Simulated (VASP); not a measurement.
# MoS2 (P6_3/mmc) in VASP: settings compared

One crystal, MoS2, is run at these levels: rev-vdW-DF2, PBE; tasks: relaxation of cell and atoms.

Everything below comes from runs of VASP 6.6.1. Logs are shortened: lines on timing, memory, paths and dates and some standing lists are left out, and cuts for length are marked.

**1. The crystal as given**

Symmetry: P6_3/mmc, No. 194, hexagonal system. Conventional cell: a = 3.169 Å, b = 3.169 Å, c = 12.324 Å, α = 90.00°, β = 90.00°, γ = 120.00°. Mo (site symmetry -6m2) is surrounded by 6 S at 2.41 Å. Around S (site symmetry 3m) lie 3 Mo at 2.41 Å.

**2. Relaxation of cell and atoms, rev-vdW-DF2**

INCAR reads:

```
SYSTEM = MoS2
AGGAC = 0.0
ALGO = Normal
EDIFF = 1E-6
EDIFFG = -0.01
ENCUT = 600
GGA = MK
IBRION = 2
ISIF = 3
ISMEAR = 0
KPAR = 2
LASPH = .TRUE.
LCHARG = .FALSE.
LREAL = .FALSE.
LUSE_VDW = .TRUE.
LWAVE = .FALSE.
NELM = 80
NSW = 90
PARAM1 = 0.1234
PARAM2 = 0.711357
PREC = Accurate
SIGMA = 0.03
ZAB_VDW = -1.8867
```

KPOINTS reads:

```
k-points
0
G
  12 12 3
  0 0 0
```

POSCAR reads:

```
MoS2
1.0
    3.1690000000      0.0000000000      0.0000000000
   -1.5845000000      2.7444345000      0.0000000000
    0.0000000000      0.0000000000     12.3240000000
Mo S
2 4
Direct
    0.3333333300      0.6666666700      0.2500000000
    0.6666666700      0.3333333300      0.7500000000
    0.3333333300      0.6666666700      0.6230000000
    0.6666666700      0.3333333300      0.1230000000
    0.3333333300      0.6666666700      0.8770000000
    0.6666666700      0.3333333300      0.3770000000
```

Potentials or basis: VASP PAW PBE potentials, release 64 (Mo_sv, S).

Launch:

```sh
> cat potpaw_PBE.64/Mo_sv/POTCAR potpaw_PBE.64/S/POTCAR > POTCAR
> mpirun -np 2 vasp_std > vasp.out
```

OUTCAR:

```text
SYSTEM = MoS2
   EDIFF = 1E-6
   EDIFFG = -0.01
   ENCUT = 600
   GGA = MK
   IBRION = 2
   ISIF = 3
   ISMEAR = 0
   LASPH = .TRUE.
   LREAL = .FALSE.
   NELM = 80
   NSW = 90
   PREC = Accurate

 ion  position               nearest neighbor table
   1  0.333  0.667  0.250-   4 2.41   6 2.41   4 2.41   6 2.41   4 2.41   6 2.41
   2  0.667  0.333  0.750-   3 2.41   5 2.41   3 2.41   5 2.41   3 2.41   5 2.41
   3  0.333  0.667  0.623-   2 2.41   2 2.41   2 2.41
   4  0.667  0.333  0.123-   1 2.41   1 2.41   1 2.41
   5  0.333  0.667  0.877-   2 2.41   2 2.41   2 2.41
   6  0.667  0.333  0.377-   1 2.41   1 2.41   1 2.41

  LATTYP: Found a hexagonal cell.
 ALAT       =     3.1690000000
 C/A-ratio  =     3.8889239508

  Lattice vectors:

 A1 = (   3.1690000000,   0.0000000000,   0.0000000000)
 A2 = (  -1.5845000000,   2.7444345000,   0.0000000000)
 A3 = (   0.0000000000,   0.0000000000,  12.3240000000)

Analysis of symmetry for initial positions (statically):
=====================================================================
 Subroutine PRICEL returns:
 Original cell was already a primitive cell.

 Routine SETGRP: Setting up the symmetry group for a
 hexagonal supercell.

 Subroutine GETGRP returns: Found 24 space group operations
 (whereof 12 operations were pure point group operations)
 out of a pool of 24 trial point group operations.

The static configuration has the point symmetry D_3d.
 The point group associated with its full space group is D_6h.

Analysis of symmetry for dynamics (positions and initial velocities):
=====================================================================
 Subroutine PRICEL returns:
 Original cell was already a primitive cell.

 Routine SETGRP: Setting up the symmetry group for a
 hexagonal supercell.

 Subroutine GETGRP returns: Found 24 space group operations
 (whereof 12 operations were pure point group operations)
 out of a pool of 24 trial point group operations.

The dynamic configuration has the point symmetry D_3d.
 The point group associated with its full space group is D_6h.

 Subroutine INISYM returns: Found 24 space group operations
 (whereof 12 operations are pure point group operations),
 and found     1 'primitive' translations

----------------------------------------------------------------------------------------

                                     Primitive cell

  volume of cell :     107.1832

  direct lattice vectors                    reciprocal lattice vectors
     3.169000000  0.000000000  0.000000000     0.315556958  0.182186895  0.000000000
    -1.584500000  2.744434500  0.000000000     0.000000000  0.364373790  0.000000000
     0.000000000  0.000000000 12.324000000     0.000000000  0.000000000  0.081142486

  length of vectors
     3.169000000  3.168999996 12.324000000     0.364373789  0.364373790  0.081142486

  position of ions in fractional coordinates (direct lattice)
     0.333333330  0.666666670  0.250000000
     0.666666670  0.333333330  0.750000000
     0.333333330  0.666666670  0.623000000
     0.666666670  0.333333330  0.123000000
     0.333333330  0.666666670  0.877000000
     0.666666670  0.333333330  0.377000000

  ion indices of the primitive-cell ions
   primitive index   ion index
                 1           1
                 2           2
                 3           3
                 4           4
                 5           5
                 6           6

----------------------------------------------------------------------------------------

 KPOINTS: k-points

Automatic generation of k-mesh.
 Grid dimensions read from file:
 generate k-points for:   12   12    3

 Generating k-lattice:

  Cartesian coordinates                     Fractional coordinates (reciprocal lattice)
     0.026296413  0.015182241  0.000000000     0.083333333  0.000000000  0.000000000
     0.000000000  0.030364482  0.000000000     0.000000000  0.083333333  0.000000000
     0.000000000  0.000000000  0.027047495     0.000000000  0.000000000  0.333333333

  Length of vectors
     0.030364482  0.030364482  0.027047495

  Shift w.r.t. Gamma in fractional coordinates (k-lattice)
     0.000000000  0.000000000  0.000000000

 Subroutine IBZKPT returns following result:
 ===========================================

 Found     38 irreducible k-points:

 Following reciprocal coordinates:
            Coordinates               Weight
  0.000000  0.000000  0.000000      1.000000
  0.083333  0.000000  0.000000      6.000000
  0.166667  0.000000  0.000000      6.000000
  0.250000  0.000000  0.000000      6.000000
  0.333333  0.000000  0.000000      6.000000
  0.416667  0.000000  0.000000      6.000000
[... 16 lines left out ...]
  0.250000  0.000000  0.333333     12.000000
  0.333333  0.000000  0.333333     12.000000
 [... further k-points ...]
   k-points           NKPTS =     38   k-points in BZ     NKDIM =     38   number of bands    NBANDS=     31
   number of dos      NEDOS =    301   number of ions     NIONS =      6
   total plane-waves  NPLWV =  76832
   dimension x,y,z NGX =    28 NGY =   28 NGZ =   98
   dimension x,y,z NGXF=    56 NGYF=   56 NGZF=  196
   ions per type =               2   4
   NGX,Y,Z   is equivalent  to a cutoff of  14.69, 14.69, 13.22 a.u.
   NGXF,Y,Z  is equivalent  to a cutoff of  29.38, 29.38, 26.44 a.u.
 SYSTEM =  MoS2
   PREC   = accura    normal or accurate (medium, high low for compatibility)
   ISTART =      0    job   : 0-new  1-cont  2-samecut
   ICHARG =      2    charge: 1-file 2-atom 10-const
   ISPIN  =      1    spin polarized calculation?
   LNONCOLLINEAR =      F non collinear calculations
   LSORBIT =      F    spin-orbit coupling
   LASPH  =      T    aspherical Exc in radial PAW
   ENCUT  =  600.0 eV  44.10 Ry    6.64 a.u.   6.33  6.33 24.61*2*pi/ulx,y,z
   NELM   =     80;   NELMIN=  2; NELMDL= -5     # of ELM steps
   EDIFF  = 0.1E-05   stopping-criterion for ELM
   LREAL  =      F    real-space projection
   EDIFFG = -.1E-01   stopping-criterion for IOM
   NSW    =     90    number of steps for IOM
   IBRION =      2    ionic relax: 0-MD 1-quasi-New 2-CG
   NFREE  =      1    steps in history (QN), initial steepest desc. (CG)
   ISIF   =      3    stress and relaxation
   ISYM   =      2    0-nonsym 1-usesym 2-fastsym
   POTIM  = 0.5000    time-step for ionic-motion
   TEBEG  =    0.0;   TEEND  =   0.0 temperature during run
   PSTRESS=    0.0 pullay stress
   NELECT =      52.0000    total number of electrons
   NUPDOWN=      -1.0000    fix difference up-down
   EMIN   =  10.00;   EMAX   =-10.00  energy-range for DOS
   EFERMI =   0.00;   METHOD = LEGACY
   ISMEAR =     0;   SIGMA  =   0.03  broadening in eV -4-tet -1-fermi 0-gaus
   EFERMI_NEDOS =   21; number of points for ismear=-14 and -15
   IALGO  =     38    algorithm
   IMIX   =      4    mixing-type and parameters
     AMIX     =   0.40;   BMIX     =  1.00
     AMIX_MAG =   1.60;   BMIX_MAG =  1.00
  volume/ion in A,a.u.               =      17.86       120.55
  Fermi-wavevector in a.u.,A,eV,Ry     =   1.286373  2.430893 22.514325  1.654756
  Thomas-Fermi vector in A             =   2.418452
   LORBIT       =      0    0 simple, 1 ext, 2 COOP (PROOUT), +10 PAW based schemes
   GGA     = MK    functional components
   LHFCALC =     F    Hartree Fock is set to
   AEXX    =    0.0000 exact exchange contribution
   IVDW_NL    =     1    kernel type
   BPARAM     = 6.3000
   IVDW    =     0    specifies the selected vdW correction
   LEPSILON=     F    determine dielectric tensor
   LRPA    =     F    only Hartree local field effects (RPA)
 conjugate gradient relaxation of ions
 non-spin polarized calculation
 Gauss-broadening in eV      SIGMA  =   0.03
  energy-cutoff  :      600.00
  volume of cell :      107.18
 maximum number of plane-waves:      3603
 NGX is ok and might be reduce to    28
   NGX = 13   NGY = 13   NGZ = 49

--------------------------------------- Ionic step        1  -------------------------------------------

 number of electron      52.0000000 magnetization

 Free energy of the ion-electron system (eV)
  ---------------------------------------------------
  ext. energy  EPLUGINS =         0.00000000
  ---------------------------------------------------
  free energy    TOTEN  =       -33.60108995 eV

  energy without entropy =      -33.60108995  energy(sigma->0) =      -33.60108995

------------------------ aborting loop because EDIFF is reached ----------------------------------------

  FORCE on cell =-STRESS in cart. coord.  units (eV):
  Direction    XX          YY          ZZ          XY          YZ          ZX
  --------------------------------------------------------------------------------------
  -------------------------------------------------------------------------------------
  Total        0.0431182      0.0431182      0.3523476      0.0000000      0.0000000      0.0000000
  in kB        0.6445326      0.6445326      5.2669010      0.0000000      0.0000000      0.0000000
  external PRESSURE =       2.1853221 kB  Pullay stress =       0.0000000 kB
[... 111 lines left out ...]
Total vdW correction in eV:      6.2663958

--------------------------------------- Ionic step        4  -------------------------------------------

 number of electron      52.0000000 magnetization

 Free energy of the ion-electron system (eV)
  ---------------------------------------------------
  ext. energy  EPLUGINS =         0.00000000
  ---------------------------------------------------
  free energy    TOTEN  =       -33.60147626 eV

  energy without entropy =      -33.60147626  energy(sigma->0) =      -33.60147626

 E-fermi :   7.5276     XC(G=0): -10.9180

 val. band max:        7.3744404154   @ k =   0.0000   0.0000   0.0000
 cond. band min:       8.2396062029   @ k =   0.1667   0.1667   0.0000
 fundamental gap:      0.8651657875
 Fermi energy:         7.5276393508

 k-point     1 :       0.0000    0.0000    0.0000
  band No.  band energies     occupation
      1     -54.0900      2.00000
      2     -54.0900      2.00000
      3     -28.2615      2.00000
      4     -28.2614      2.00000
      5     -28.0380      2.00000
      6     -28.0380      2.00000
[... 805 lines left out ...]
     30       9.2282      0.00000
     31      10.1043      0.00000

 [... further k-points ...]

------------------------ aborting loop because EDIFF is reached ----------------------------------------

  FORCE on cell =-STRESS in cart. coord.  units (eV):
  Direction    XX          YY          ZZ          XY          YZ          ZX
  --------------------------------------------------------------------------------------
  -------------------------------------------------------------------------------------
  Total        0.0125442      0.0125442      0.0082756      0.0000000     -0.0000000      0.0000000
  in kB        0.1874076      0.1874076      0.1236356      0.0000000     -0.0000000      0.0000000
  external PRESSURE =       0.1661502 kB  Pullay stress =       0.0000000 kB
[... 21 lines left out ...]
  FREE ENERGIE OF THE ION-ELECTRON SYSTEM (eV)
  ---------------------------------------------------
  free  energy   TOTEN  =       -33.6014762615 eV

  energy  without entropy=      -33.6014762615  energy(sigma->0) =      -33.60147626

Total vdW correction in eV:      6.2625132

 reached required accuracy - stopping structural energy minimisation
```

Run time: 7.6 min. Hardware: 2 MPI ranks of Intel Xeon 6975P-C (Granite Rapids), shared host; peak memory 0.69 GiB.

What came out:

| Item | Value |
| --- | --- |
| Free energy | -33.6015 eV |
| Relaxed volume | 17.87 Å³/atom |
| Relaxed cell | a = 3.168 Å, b = 3.168 Å, c = 12.342 Å, α = 90.00°, β = 90.00°, γ = 120.00° |
| Space group after relaxing (to 0.05 Å) | P6_3/mmc (No. 194) |
| Energy gained by relaxing | 0.1 meV/atom |
| Ionic steps | 4 |
| Pressure after relaxing | 0.0 GPa |
| Band gap on the k mesh | 0.87 eV, indirect (least direct gap 1.67 eV) |

Step by step:
| step | energy change (eV) | largest force (eV/Å) | pressure (GPa) | volume (Å³) |
| --- | --- | --- | --- | --- |
| 1 | 0.0000 | 0.0561 | 0.22 | 107.18 |
| 2 | 0.0004 | 0.0803 | -0.57 | 107.56 |
| 3 | -0.0003 | 0.0010 | -0.07 | 107.33 |
| 4 | -0.0004 | 0.0007 | 0.02 | 107.24 |

Final structure:
```cif
data_structure
_symmetry_space_group_name_H-M 'P 1'
_symmetry_Int_Tables_number 1
_cell_length_a 3.1675
_cell_length_b 3.1675
_cell_length_c 12.3422
_cell_angle_alpha 90.000
_cell_angle_beta 90.000
_cell_angle_gamma 120.000
_cell_volume 107.24
loop_
_atom_site_label
_atom_site_type_symbol
_atom_site_fract_x
_atom_site_fract_y
_atom_site_fract_z
_atom_site_occupancy
Mo1 Mo 0.33333 0.66667 0.25000 1
Mo2 Mo 0.66667 0.33333 0.75000 1
S1 S 0.33333 0.66667 0.62290 1
S2 S 0.66667 0.33333 0.12290 1
S3 S 0.33333 0.66667 0.87710 1
S4 S 0.66667 0.33333 0.37710 1
```

Levels at points of the mesh, in eV from the valence-band top:
```csv
k point,band 22,band 23,band 24,band 25,band 26,band 27,band 28,band 29,band 30,band 31
"(0.00, 0.00, 0.00)",-2.08,-2.08,-1.17,-1.17,0.00,2.13,2.13,2.16,2.16,2.27
"(0.50, 0.00, 0.00)",-2.46,-1.69,-1.48,-1.37,-1.25,1.61,1.66,1.99,2.26,2.85
```

Caveat: the PAW data sets were made with another functional, which shifts forces and pressure a little; an odd mesh through Γ misses points on the zone boundary, where band edges often lie.

(Continued in part 2 of 2.)
